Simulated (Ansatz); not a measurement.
# Random displacements in C

Method: DFT r2SCAN, scalar-relativistic, plane waves, PAW (Ansatz 0.2.0). The runs took a 500 eV cutoff, a Γ-centred 8×8×8 mesh and Gaussian smearing (0.05 eV). No spin polarisation. Energies are free energies at this smearing, counted from the undisturbed cell; pressure is positive in compression.

The undisturbed cell (relaxed at this level; this form isn't the usual structure):

```
C
1.0
     0.00000   -4.25351    0.00000
    -2.45584   -2.12676   -3.56176
     2.45584   -2.12676   -3.56176
C
8
Direct
  0.83330 0.50000 0.50000
  0.83330 0.00000 0.00000
  0.33330 0.75000 0.25000
  0.33330 0.25000 0.75000
  0.16670 0.50000 0.50000
  0.16670 0.00000 0.00000
  0.66670 0.75000 0.25000
  0.66670 0.25000 0.75000
```

The cell holds layers and no dispersion correction was added, so their binding is poorly described.

The atoms are displaced (Å, in the unstrained cell):

```csv
atom,ux,uy,uz
C1,0.094,0.174,0.053
C2,-0.223,0.076,0.151
C3,-0.071,-0.039,0.190
C4,0.127,0.213,-0.249
C5,0.063,-0.257,-0.204
C6,-0.038,-0.196,0.026
C7,-0.096,-0.067,-0.101
C8,0.144,0.096,0.135
```

Strain (Voigt, engineering shear): (-0.0293, 0.0471, 0.0223, 0.0530, -0.0269, -0.0586).

Task: What are the energy change, the stress and the forces?

Result: ΔE = 1672.0 meV/atom; stress (xx, yy, zz, yz, xz, xy; compression positive) (88.48, 13.09, -2.71, 1.28, 17.35, 8.33) GPa.
```tsv
atom	Fx (eV/Å)	Fy	Fz
C1	-6.16	-3.70	-1.36
C2	18.43	-10.84	-1.45
C3	6.82	-3.60	-3.74
C4	-21.92	-14.02	-3.88
C5	-6.37	8.57	2.59
C6	21.08	14.51	6.28
C7	3.32	1.71	3.39
C8	-15.21	7.38	-1.83
```

Cost: 1 run of about 1.4 core-minutes, on Arm Neoverse V2 (shared hosts).